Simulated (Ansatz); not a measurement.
PbS (Galena) in Ansatz: the effect of exact exchange

PbS (Galena):

```
CELL_PARAMETERS angstrom
0.00000 2.96575 2.96575
2.96575 0.00000 2.96575
2.96575 2.96575 0.00000
ATOMIC_POSITIONS crystal
Pb 0.00000 0.00000 0.00000
S 0.50000 0.50000 0.50000
```

Alike in all runs:

```yaml
Program: Ansatz 0.2.0
Task: single point
Functional: HSE06 form with a typed share of exact exchange
Potentials_or_basis: Ansatz PAW
Cutoff: "420 eV (not typed: the program's choice for these potentials)"
k_mesh: 4 × 4 × 4
Occupations: fermi-dirac, width 0.05 eV
Spin: no spin polarisation
```

```tsv
exact exchange	gap on the mesh (eV)	pressure (GPa)
0.05	0.44	2.1
0.1	0.53	1.9
0.15	?	?
0.2	0.71	1.4
0.25	0.81	1.2
0.3	0.91	1.0
0.4	1.11	0.6
0.5	1.32	0.3
```

Question: What does the run with exact exchange 0.15 give?

Answer: gap on the mesh 0.62 eV; pressure 1.6 GPa.

Worked out: A straight line through the other rows of the gap on the mesh, of slope 1.95 eV per unit of exact exchange, gives 0.62 eV, against the run's 0.62. A straight line through the other rows of the pressure, of slope -4.08 GPa per unit of exact exchange, gives 1.7 GPa, against the run's 1.6.

Caveats: all runs use coarse meshes; spin-orbit coupling is left out, which as a rule narrows the gap of such compounds by several tenths of an eV; the PAW data sets come from PBE, with cores solved anew for the run's functional, which leaves a small shift of forces and pressure; the thresholds are loose for stress.

A k mesh can miss the band edges.
